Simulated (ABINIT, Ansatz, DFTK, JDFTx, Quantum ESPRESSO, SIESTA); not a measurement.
# One calculation of LiF, 7 ways

```
F Li
1.0
     0.00000    2.01400    2.01400
     2.01400    0.00000    2.01400
     2.01400    2.01400    0.00000
F Li
1 1
Direct
  0.50000 0.50000 0.50000
  0.00000 0.00000 0.00000
```

Alike in all runs: task single point; functional PBEsol; k mesh 11 × 11 × 11; occupations fermi-dirac, width 0.05 eV; no spin polarisation; no spin-orbit coupling. Pressure is positive in compression and, in plane waves, holds the error of the finite cutoff, which Ansatz's Pulay term estimates and takes out.

```tsv
program and potentials	plane-wave cutoff (eV)	notes	pressure (GPa)
Ansatz, Ansatz PAW	420	potentials made for PBE, which Ansatz adapts in part; Pulay term of +0.79 GPa included	-1.06
Quantum ESPRESSO, GBRV 1.5 PBEsol	612	-	-1.13
DFTK, PseudoDojo SR PBEsol 0.4.1 standard (PBEsol)	1143	-	-1.40
JDFTx, PseudoDojo-SR-PBEsol-0.4.1-standard with smoothed tails	1143	-	-1.40
ABINIT, PseudoDojo NC SR PBEsol v0.4.1 standard	1143	-	-1.40
Ansatz, all-electron LAPW, scalar-relativistic	-	-	-1.19
SIESTA, files PseudoDojo sr-pbesol-0.4.1-standard, DZP (energy shift 0.003 Ry; two zetas on semicore shells)	-	atomic basis	-0.82
```

The pressure spans -1.40 (ABINIT, PseudoDojo NC SR PBEsol v0.4.1 standard) to -0.82 GPa (SIESTA, files PseudoDojo sr-pbesol-0.4.1-standard, DZP (energy shift 0.003 Ry; two zetas on semicore shells)), with all-electron results at -1.19. Rows in atomic bases carry the error of their basis and grid, which can be large.

Differences between rows come from potentials, basis sets and numerical settings, since the functional is the same but for its coding. Runs on potential files found faulty are left out.
